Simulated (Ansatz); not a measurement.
## C under changes of volume

One of the cells (31.524 Å³/atom); the others are scaled copies at fixed shape and fractional positions:

```
C
1.0
     2.45623    0.00000    0.00000
    -1.22811    2.12716    0.00000
     0.00000    0.00000   24.13396
C
4
Direct
  0.66667 0.33333 0.57048
  0.33333 0.66667 0.42952
  0.00000 0.00000 0.42953
  0.00000 0.00000 0.57047
```

- Program: Ansatz 0.2.0
- Functional: PBE
- Potentials or basis: all-electron LAPW, scalar-relativistic
- Cutoff: 528 eV (chosen from the basis error)
- Basis error allowed: 0.001 eV/atom
- k mesh: 12 × 12 × 2
- Occupations: fermi-dirac, width 0.05 eV
- Spin: no spin polarisation

```tsv
volume (Å³/atom)	energy over the lowest point (meV/atom)	largest force (eV/Å)
29.632	44.79	0.066
30.263	22.91	0.062
30.893	8.58	0.058
31.524	1.14	0.054
32.154	0.00	0.051
32.785	?	?
33.415	14.48	0.045
```

**Question.** What does the run at 32.785 Å³/atom give?

**Answer.** Energy over the lowest point 4.61 meV/atom; largest force 0.048 eV/Å.

Worked out: A Birch-Murnaghan fit of order 3 (a polynomial in V^(-2/3)) to the other rows has its minimum at 31.96 Å³/atom with B0 = V·E''(V) = 76 GPa and B' = 3.5 at fixed shape and positions, which overstates the stiffness. It gives 4.61 meV/atom at 32.785 Å³/atom, against the run's 4.61.

Energies are extrapolated to zero smearing.
